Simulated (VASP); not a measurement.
Here is a VASP 6.6.1 calculation.

Contents of INCAR:

```
SYSTEM = N
PREC = Accurate
ENCUT = 520
EDIFF = 1E-7
ISMEAR = 0
SIGMA = 0.1
LREAL = .FALSE.
LASPH = .TRUE.
NELM = 100
ALGO = Normal
ISIF = 2
LWAVE = .FALSE.
LCHARG = .FALSE.
GGA = PE
IVDW = 12
NBANDS = 12
```

File KPOINTS:

```
regular mesh
0
G
  9 9 8
  0 0 0
```

Contents of POSCAR:

```
N
1.0
    2.5194737886      0.0000000000      0.0000000000
   -1.2597368943      2.1819283051      0.0000000000
    0.0000000000      0.0000000000      2.4460020000
N
2
Direct
    0.6666666700      0.3333333300      0.2500000000
    0.3333333300      0.6666666700      0.7500000000
```

Potentials or basis: VASP PAW PBE potentials, release 64 (N).

Command:

```sh
$ cat potpaw_PBE.64/N/POTCAR > POTCAR
$ mpirun -np 1 vasp_std > vasp.out
```

Question: Predict the dispersion energy per atom.

Answer: -0.149 eV.

Question: Predict the band gap on the k mesh.

Answer: None (metal or under the smearing width).

Question: Estimate the pressure.

Answer: 6.0 GPa.

Stress tensor (GPa, compression positive):
```
 9.55  0.00  0.00
 0.00  9.55  0.00
 0.00  0.00 -1.24
```

Caveat: pairwise dispersion overbinds metals, which lowers pressure and volume.
